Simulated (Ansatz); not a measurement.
# TaSi2 (P6_422) in Ansatz: notebook

Runs on TaSi2. Level: PBEsol+U. Tasks: single point.

Program: Ansatz 0.2.0. These are calculated values, not measurements. Logs are shortened: lines on timing, memory, paths and dates and some standing lists are left out, and cuts for length are marked.

### Step 1. Starting point

The structure is hexagonal, space group P6_422 (No. 181). Conventional cell: a = 4.784 Å, b = 4.784 Å, c = 6.570 Å, α = 90.00°, β = 90.00°, γ = 120.00°. Around Ta (site symmetry 222) lie 10 Si at 2.61 to 2.83 Å. Si (site symmetry 2) is surrounded by 5 Si at 2.56 to 2.83 Å and 5 Ta at 2.61 to 2.83 Å.

### Step 2. Single point, PBEsol+U

Contents of input.yaml:

```yaml
crystal:
  lattice:
    - [4.7839, 0.0, 0.0]
    - [-2.39195, 4.1429789292, 0.0]
    - [0.0, 0.0, 6.57]
  atoms:
    - { symbol: Ta, position: [0.0, 0.5, 0.3333333333] }
    - { symbol: Ta, position: [0.5, 0.5, 0.6666666667] }
    - { symbol: Ta, position: [0.5, 0.0, 0.0] }
    - { symbol: Si, position: [0.31794, 0.15897, 0.3333333333] }
    - { symbol: Si, position: [0.15897, 0.84103, 0.6666666667] }
    - { symbol: Si, position: [0.84103, 0.68206, 0.0] }
    - { symbol: Si, position: [0.68206, 0.84103, 0.3333333333] }
    - { symbol: Si, position: [0.84103, 0.15897, 0.6666666667] }
    - { symbol: Si, position: [0.15897, 0.31794, 0.0] }
hamiltonian:
  xc: pbesol
  pseudopotentials: { kind: paw }
  hubbard: { sites: [{ species: Ta, l: d, u_eff: 5.0 }] }
kpoints:
  mp_grid: { grid: [5, 5, 3] }
scf:
  occupations: { method: fermi_dirac, width: 0.05 }
output:
  forces: true
  stress: true
  eigenvalues: true
```

Potentials or basis: Ansatz PAW.

Command:

```sh
> ansatz run input.yaml --threads 4 --pin off --max-ram 11264MiB --backend cpu --events-out ev --progress --plain --runs-dir out
```

The log of the run:

```text
Warning: RAYON_NUM_THREADS=4 ignored (pool sized by the plan → 4); use --threads N
Ta: projections on atomic orbitals take those of the free atom [Kr 4d10 4f14] 5s2 5p6 5d3 6s2, of charge +0.00 (hamiltonian.pseudopotentials.projection_atoms); the dataset's partial waves leave at most 6.0e-5 of an orbital's norm unspanned inside its sphere
Si: projections on atomic orbitals take those of the free atom [Ne] 3s2 3p2, of charge +0.00 (hamiltonian.pseudopotentials.projection_atoms); the dataset's partial waves leave at most 6.1e-8 of an orbital's norm unspanned inside its sphere
Engine: ansatz 0.2.0, aarch64-unknown-linux-gnu
Pseudopotentials: kind: paw
Pseudopotential: Ta, paw, valence charge 13, recommended cutoff 420 eV (normal), Ta.paw.azcp
Pseudopotential: Si, paw, valence charge 4, recommended cutoff 420 eV (normal), Si.paw.azcp
Functional definition: PBEsol
  exchange = pbesol_x
  correlation = pbesol_c
Crystal: 9 atoms, lattice volume = 130.215 Å³
Basis set: ecut = 420 eV, 2523 PW (Γ), exchange–correlation on 64×64×90 points (8 copies of the dense FFT grid, shifted against one another)
Bands: 41, of which v1, the nominal top of the filled ones, is band 32 counted from 1 (31 counted from 0)
Symmetry: 12 space group operations
Space group: P6422 (ITA 181), of the structure as read, at distance tolerance 5.1e-5 Å
k-points: 10 of 75
Non-local potential: Ta, projectors of the file, l = 0: 3, l = 1: 2, l = 2: 2, l = 3: 1
Non-local potential: Si, projectors of the file, l = 0: 2, l = 1: 2, l = 2: 2
PAW form: soft (Blöchl's): semilocal exchange-correlation on the pseudo side does not see the compensation charge
PAW frozen core: Ta, regenerated for the run's functional, and the local potential with it (the file was generated under x = pbe(κ = 0.804, μ = 0.2195149727645171), c = pbe(β = 0.06672455060314922))
PAW frozen core: Si, regenerated for the run's functional, and the local potential with it (the file was generated under x = pbe(κ = 0.804, μ = 0.2195149727645171), c = pbe(β = 0.06672455060314922))
PAW one-centre angular grid: Ta, 590 points (default); XC on 64 Gauss nodes
PAW one-centre angular grid: Si, 110 points (default); XC on 64 Gauss nodes
Initial density: superposition of atomic densities (chi_scale 0.1, normalization cell, long waves of neutral atoms under a Hubbard term (reshape's long-wave potential 0.00 eV rms, cloud 2.81 Å wide))
Initial wavefunctions: pseudopotential atomic-orbital guess
Functional: x = pbesol(κ = 0.804, μ = 0.12345679012345678), c = pbesol(β = 0.046)
iter 1 solved again at ethr=2.63e-3 eV; its pass at ethr=3.10e-3 eV (dr2=1.66e0 eV) is discarded
SCF iter   1: F=—  HF=-33134.362327 eV  |F-HF|=—  |Δ(HF+E_count)|=         —  Δρ=3.89e-2  dr2=1.67e0  ethr=2.63e-3  ⟨swp⟩=1.0  Hψ=2423  notcnv=0
preconditioner: auto → Kerker (q_TF=auto, 2.417 Å⁻¹)  [metal: Δε(μ)=0.056 eV  Ē_g=7.471 eV  σ=0.050 eV  W_gap=0.26  n_scr=22 (ndim 8)  ℏωp=20.3 eV  f_vac=0.000  D(μ)=4.05/eV (n_scr^D=22)]
SCF iter   2: F=—  HF=-33134.875625 eV  |F-HF|=—  |Δ(HF+E_count)|=   5.13e-1  Δρ=2.27e-2  dr2=6.01e-1  ethr=2.63e-3  ⟨swp⟩=3.0  Hψ=760  notcnv=0  defer=1
preconditioner: auto → Resta (q_TF=auto, 2.417 Å⁻¹)  ε∞=8.6  [insulator: Δε(μ)=0.158 eV  Ē_g=7.360 eV  σ=0.050 eV  W_gap=0.62  n_scr=22 (ndim 8)  ℏωp=20.3 eV  f_vac=0.000  D(μ)=2.73/eV (n_scr^D=22)  ε∞_Penn≈8.6]
SCF iter   3: F=—  HF=-33135.257694 eV  |F-HF|=—  |Δ(HF+E_count)|=   3.82e-1  Δρ=7.23e-3  dr2=1.06e-1  ethr=9.53e-4  ⟨swp⟩=2.3  Hψ=690  notcnv=0  defer=21
SCF iter   4: F=—  HF=-33135.235501 eV  |F-HF|=—  |Δ(HF+E_count)|=   2.22e-2  Δρ=1.56e-3  dr2=2.62e-3  ethr=1.68e-4  ⟨swp⟩=2.5  Hψ=671  notcnv=0  defer=27
SCF iter   5: F=—  HF=-33135.235785 eV  |F-HF|=—  |Δ(HF+E_count)|=   2.84e-4  Δρ=3.36e-4  dr2=1.40e-4  ethr=4.16e-6  ⟨swp⟩=2.3  Hψ=615  notcnv=0  defer=27
SCF iter   6: F=—  HF=-33135.235807 eV  |F-HF|=—  |Δ(HF+E_count)|=   2.25e-5  Δρ=6.94e-5  dr2=4.62e-6  ethr=2.23e-7  ⟨swp⟩=2.6  Hψ=697  notcnv=0  defer=27
SCF iter   7: F=—  HF=-33135.235808 eV  |F-HF|=—  |Δ(HF+E_count)|=   4.64e-7  Δρ=8.28e-6  dr2=4.26e-8  ethr=1.59e-10  ⟨swp⟩=10.5  Hψ=2251  notcnv=0
SCF iter   8: F=-33135.235808 eV  HF=-33135.235808 eV  |F-HF|=2.33e-10  |Δ(HF+E_count)|=   5.53e-8  Δρ=1.27e-6  dr2=1.31e-9  ethr=6.77e-11  ⟨swp⟩=2.9  Hψ=1417  notcnv=0
SCF 1 converged in 8 iterations: F = -33135.235808 eV  dr2 = 1.31e-9
SCF converged after 8 iterations
Free energy (F): -33135.235808 eV
Harris-Foulkes:  -33135.235808 eV  (|F-HF|=2.33e-10)
Internal energy: -33135.218149 eV  (E = F + TS)
E sigma→0 (E₀):  -33135.226978 eV
Entropy (-TS):   -0.017659 eV (-1.962 meV/atom)
Fermi energy:    15.225814 eV
--- Per-component energies (eV) ---
  E_band       = -262.030569
  E_kinetic    = 1361.335471
  E_local      = -2342.041606  (includes V_loc(G=0)·N_el)
  E_nonlocal   = 204.676785
  E_hartree    = 890.817153
  E_xc         = -991.603858
  E_vxc        = -908.877175  (∫ρ·V_xc dr)
  E_hubbard    = 18.329294  (on-site DFT+U / exact-exchange correction)
  E_vhub       = 3.633777  (the Hubbard potential's part of the band-sum identity)
  E_paw        = -27811.948189  (= ΣΔE_a)
  E_vpaw       = -362.392487  (= ΣTr[D̂ρ^β])
  E_aug_tail   = 0.000463  (compensation charges beyond the density's cutoff)
  E_ewald      = -4465.613967
  E_core_change = 0.830303  (= ΣΔE_core)
  E_smearing   = -0.017659  (= −TS)
  E_closure    = 0.000000  (closes the sum)
  Σ components = -33135.235808   (vs F -33135.235808, Δ=0.00e0)
--- Forces (eV/Å), atoms counted from 1 ---
  atom   1  Ta     0.00000000    -0.00000000    -0.00000000
  atom   2  Ta     0.00000000     0.00000000     0.00000000
  atom   3  Ta    -0.00000000    -0.00000000     0.00000000
  atom   4  Si    -0.07200028    -0.04156938    -0.00000000
  atom   5  Si    -0.07200028     0.04156938     0.00000000
  atom   6  Si    -0.00000000     0.08313877    -0.00000000
  atom   7  Si     0.07200028     0.04156938     0.00000000
  atom   8  Si     0.07200028    -0.04156938    -0.00000000
  atom   9  Si    -0.00000000    -0.08313877     0.00000000
  max |Σ_I F_I| component: 1.80e-16 eV/Å
--- Stress (GPa, compression-positive) ---
        0.141956       0.000000       0.000000
        0.000000       0.141956       0.000000
        0.000000       0.000000      -2.086515
  P = ⅓ Tr σ = -0.6009 GPa (-6.009 kbar)
--- Band table (eV; the first three rows and the last of 10) ---
  k-point 0: bands = ["-52.7031", "-52.6874", "-52.6874", "-19.4032", "-19.3869", "-19.3869", "-19.2916", "-19.2916", "-19.2249", "-19.2132", "-19.2132", "-19.1745", "1.7517", "5.1547", "5.1547", "8.6587", "9.2046", "9.2046", "9.3885", "9.3885", "10.2758", "11.3979", "11.3979", "11.7068", "12.5306", "12.5306", "12.7257", "12.7405", "12.7405", "12.9826", "12.9826", "13.5678", "16.1694", "18.0849", "18.0849", "18.5109", "18.6907", "18.7946", "19.1038", "19.1038", "19.1177"]
  k-point 1: bands = ["-52.7007", "-52.6943", "-52.6831", "-19.4293", "-19.3832", "-19.3350", "-19.3177", "-19.2811", "-19.2521", "-19.2029", "-19.2017", "-19.1833", "2.1855", "3.4093", "6.9255", "8.7389", "9.0167", "9.3879", "9.4360", "9.8420", "10.1931", "10.4595", "10.5136", "10.8303", "12.2895", "12.5643", "12.8210", "12.9284", "13.0336", "13.1899", "13.4494", "15.1087", "17.1574", "17.5831", "17.7249", "18.1410", "18.5632", "18.6803", "18.7889", "18.9492", "19.2003"]
  k-point 2: bands = ["-52.7017", "-52.6888", "-52.6874", "-19.4253", "-19.3940", "-19.3694", "-19.2997", "-19.2840", "-19.2227", "-19.2132", "-19.2089", "-19.1765", "2.1381", "5.3657", "5.4519", "6.9795", "7.9719", "9.0187", "9.4523", "10.5238", "11.0134", "11.2864", "11.4383", "11.6381", "12.1881", "12.3654", "12.7991", "12.9638", "13.2168", "13.2179", "13.5676", "13.5926", "16.1354", "17.2284", "17.5772", "18.0509", "18.2233", "18.2608", "18.4853", "18.9867", "19.0072"]
  k-point 9: bands = ["-52.6970", "-52.6922", "-52.6882", "-19.4326", "-19.4231", "-19.3695", "-19.3080", "-19.2673", "-19.2194", "-19.2012", "-19.1990", "-19.1904", "4.1732", "4.9820", "5.0942", "5.9397", "6.9025", "7.8888", "8.9376", "9.8468", "10.8612", "11.4411", "11.8232", "12.2649", "12.4605", "12.8415", "12.9004", "12.9485", "13.5781", "14.4125", "15.0130", "15.1405", "16.5101", "17.0739", "17.1169", "17.6759", "17.7431", "17.9407", "18.1028", "18.5387", "18.6909"]
Occupation matrices written to <dir>
```

Wall time 2.3 s (4 threads of Arm Neoverse V2, shared host); peak memory 0.43 GiB.

What came out:

* Free energy: -33135.2358 eV
* Pressure: -0.6 GPa
* Largest force: 0.083 eV/Å
* Band gap on the k mesh: none (metal or under the smearing width)

Forces in eV/Å, atoms in the order of the input:
```
Ta   0.000  0.000  0.000
Ta   0.000  0.000  0.000
Ta   0.000  0.000  0.000
Si  -0.072 -0.042  0.000
Si  -0.072  0.042  0.000
Si   0.000  0.083  0.000
Si   0.072  0.042  0.000
Si   0.072 -0.042  0.000
Si   0.000 -0.083  0.000
```

Eigenvalues of the final occupation matrices:
| site | spin | trace | eigenvalues |
| --- | --- | --- | --- |
| site 1 | 1 | 2.20 | 0.36 0.43 0.44 0.45 0.51 |
| site 2 | 1 | 2.20 | 0.36 0.43 0.44 0.45 0.51 |
| site 3 | 1 | 2.20 | 0.37 0.43 0.44 0.45 0.51 |

Caveat: U without spin polarisation on a metal has little footing; the PAW data sets come from PBE, with cores solved anew for the run's functional, which leaves a small shift of forces and pressure; the U is typed as a test and isn't derived for this compound.

### Step 3. Single point, PBEsol+U

Changes to input.yaml since step 2:

```diff
@@ -18,3 +18,3 @@
   pseudopotentials: { kind: paw }
-  hubbard: { sites: [{ species: Ta, l: d, u_eff: 5.0 }] }
+  hubbard: { sites: [{ species: Ta, l: d, u_eff: 6.0 }] }
 kpoints:
@@ -27 +27,5 @@
   eigenvalues: true
+  write_density: true
+  write_potential: true
+  elf: true
+  volumetric_format: npy
```

Potentials or basis: Ansatz PAW.

Command:

```sh
> ansatz run input.yaml --threads 4 --pin off --max-ram 11264MiB --backend cpu --events-out ev --progress --plain --runs-dir out
```

Run time: 2.5 s. Hardware: 4 threads of Arm Neoverse V2, shared host; peak memory 0.44 GiB.

The run converged. Its results:

```yaml
Free_energy: -33131.5755 eV
Pressure: -0.2 GPa
Largest_force: 0.111 eV/Å
Band_gap_on_the_k_mesh: none (metal or under the smearing width)
```

Forces in eV/Å, atoms in the order of the input:
```
Ta   0.000  0.000  0.000
Ta   0.000  0.000  0.000
Ta   0.000  0.000  0.000
Si  -0.096 -0.056  0.000
Si  -0.096  0.056  0.000
Si   0.000  0.111  0.000
Si   0.096  0.056  0.000
Si   0.096 -0.056  0.000
Si   0.000 -0.111  0.000
```

Stress tensor (GPa, compression positive):
```
 0.61  0.00  0.00
 0.00  0.61  0.00
 0.00  0.00 -1.81
```

Levels at points of the mesh, in eV from the Fermi level:
| k point | band 29 | band 30 | band 31 | band 32 | band 33 | band 34 | band 35 | band 36 |
| --- | --- | --- | --- | --- | --- | --- | --- | --- |
| (0.00, 0.00, 0.00) | -2.47 | -2.26 | -2.26 | -1.71 | 1.02 | 2.84 | 2.84 | 3.24 |

Eigenvalues of the final occupation matrices:
```csv
site,spin,trace,eigenvalues
site 1,1,2.19,0.35 0.43 0.44 0.45 0.51
site 2,1,2.19,0.35 0.43 0.44 0.45 0.51
site 3,1,2.19,0.35 0.43 0.44 0.45 0.51
```

Caveat: U without spin polarisation on a metal has little footing; the PAW data sets come from PBE, with cores solved anew for the run's functional, which leaves a small shift of forces and pressure; the U is typed as a test and isn't derived for this compound.
